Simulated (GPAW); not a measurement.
**Au: relaxation of cell and atoms with BLYP+D4**

The system is Au.

```
Au
1.0
     0.00000    2.03500    2.03500
     2.03500    0.00000    2.03500
     2.03500    2.03500    0.00000
Au
1
Direct
  0.00000 0.00000 0.00000
```

```
Program             : GPAW 26.7.0
Task                : relaxation of cell and atoms
Functional          : BLYP
Dispersion          : D4
Potentials or basis : PAW data sets generated in the run's folder for this functional
Cutoff              : 600 eV
Basis               : pw
k mesh              : 11 × 11 × 11
Occupations         : fermi-dirac, width 0.05 eV
Spin                : no spin polarisation
Eigensolver         : davidson
Maxiter             : 150
Optimizer           : FIRE
Fmax                : 0.02 eV/Å
Max steps           : 60
Convergence         : density=1e-05 forces=0.0001
```

| Quantity | Value |
| --- | --- |
| Relaxed volume | 18.16 Å³/atom |
| Relaxed cell | a = 2.950 Å, b = 2.950 Å, c = 2.950 Å, α = 60.00°, β = 60.00°, γ = 60.00° |
| Space group after relaxing (to 0.05 Å) | Fm-3m (No. 225) |
| Energy gained by relaxing | 48.9 meV/atom |
| Ionic steps | 7 |
| Pressure after relaxing | -0.1 GPa |
| Band gap on the k mesh | none (metal or under the smearing width) |
| Dispersion energy per atom | -1.227 eV |

The path:
| step | energy change (eV) | largest force (eV/Å) | pressure (GPa) | volume (Å³) |
| --- | --- | --- | --- | --- |
| 1 | 0.0000 | 0.0000 | 13.09 | 16.85 |
| 2 | -0.0399 | 0.0000 | 5.08 | 17.57 |
| 3 | -0.0438 | 0.0000 | -3.39 | 18.62 |
| 4 | -0.0449 | 0.0000 | -3.03 | 18.56 |
| 5 | -0.0466 | 0.0000 | -2.32 | 18.46 |
| 6 | -0.0482 | 0.0000 | -1.32 | 18.32 |
| 7 | -0.0489 | 0.0000 | -0.12 | 18.16 |

Final structure:
```cif
data_structure
_symmetry_space_group_name_H-M 'P 1'
_symmetry_Int_Tables_number 1
_cell_length_a 2.9503
_cell_length_b 2.9503
_cell_length_c 2.9503
_cell_angle_alpha 60.000
_cell_angle_beta 60.000
_cell_angle_gamma 60.000
_cell_volume 18.16
loop_
_atom_site_label
_atom_site_type_symbol
_atom_site_fract_x
_atom_site_fract_y
_atom_site_fract_z
_atom_site_occupancy
Au1 Au 0.00000 0.00000 0.00000 1
```

Levels at points of the mesh, in eV from the Fermi level:
```
           k point  band 4  band 5  band 6  band 7  band 8  band 9
(0.00, 0.00, 0.00)   -4.58   -3.23   -3.23   16.08   19.15   19.15
```

It took 57 s on 1 thread of Arm Neoverse V2, on a shared host, peak memory 0.19 GiB.

Caveat: with this Au data set, volumes or pressures lay over 1.5 % or 2 GPa off other programs in two to four cells of ten; later steps reuse the first step's grids; pairwise dispersion overbinds metals, which lowers pressure and volume. Spin-orbit coupling is left out, which matters for the levels of Au.
